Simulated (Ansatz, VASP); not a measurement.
## One calculation of ZnO, two programs

```
Zn O
1.0
     3.18685    0.00000    0.00000
    -1.59342    2.75989    0.00000
     0.00000    0.00000    5.15231
Zn O
2 2
Direct
  0.33333 0.66667 0.00180
  0.66667 0.33333 0.50180
  0.33333 0.66667 0.38020
  0.66667 0.33333 0.88020
```

Alike in both runs: functional LDA; k mesh 9 × 9 × 6; no spin polarisation.

Ansatz relaxed the structure, and its values are those at the end. VASP's run is a single point on that final structure, the one shown.

```csv
,VASP,Ansatz
version,VASP 6.6.1,Ansatz 0.2.0
potentials or method,"VASP PAW LDA potentials, release 64 (Zn, O)","scalar-relativistic, plane waves, PAW"
plane-wave cutoff (eV),520,520
occupations,"gaussian, width 0.01 eV",fixed
valence electrons in the cell,36,36
```

Ansatz gave:

- gap on the k mesh at the Fermi level (eV): 0.80
- least direct gap on the mesh (eV): 0.80
- pressure (GPa): 0.0

Task: What did VASP give for the same quantities?

Result: gap on the k mesh at the Fermi level (eV): 0.81; least direct gap on the mesh (eV): 0.81; pressure (GPa): 1.2.
